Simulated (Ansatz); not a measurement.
Crystal: Ag2O.

```xyz
6
Lattice="4.7180 0.0000 0.0000 0.0000 4.7180 0.0000 0.0000 0.0000 4.7180" Properties=species:S:1:pos:R:3 pbc="T T T"
Ag    3.5385    1.1795    3.5385
Ag    3.5385    3.5385    1.1795
Ag    1.1795    3.5385    3.5385
Ag    1.1795    1.1795    1.1795
O     2.3590    2.3590    2.3590
O     0.0000    0.0000    0.0000
```

| Item | Value |
| --- | --- |
| Program | Ansatz 0.2.0 |
| Task | relaxation of cell and atoms |
| Functional | r2SCAN |
| Potentials or basis | Ansatz PAW |
| Cutoff | 500 eV (not typed: the program's choice for these potentials) |
| k mesh | 6 × 6 × 6 |
| Occupations | fermi-dirac, width 0.05 eV |
| Spin | no spin polarisation |

At the start: volume 17.50 Å³/atom.

How do energy, volume and symmetry change on relaxing?

It ends after 4 steps and the volume is 17.93 Å³/atom (+2.5 %); space group Pn-3m (No. 224, to 0.05 Å).

The path:
```csv
step,energy change (eV),largest force (eV/Å),volume (Å³)
1,0.0000,0.0000,105.02
2,-0.0155,0.0000,107.11
3,-0.0160,0.0000,107.60
4,-0.0172,0.0000,107.60
```

Final structure:
```
Ag O
1.0
     4.75634    0.00000    0.00000
     0.00000    4.75634    0.00000
     0.00000    0.00000    4.75634
Ag O
4 2
Cartesian
  3.5673 1.1891 3.5673
  3.5673 3.5673 1.1891
  1.1891 3.5673 3.5673
  1.1891 1.1891 1.1891
  2.3782 2.3782 2.3782
  0.0000 0.0000 0.0000
```

Caveat: the plane-wave basis is chosen anew once the cell has moved, so the energies of steps on either side of that aren't comparable; the PAW data sets come from PBE, with cores solved anew for the run's functional, which leaves a small shift of forces and pressure.
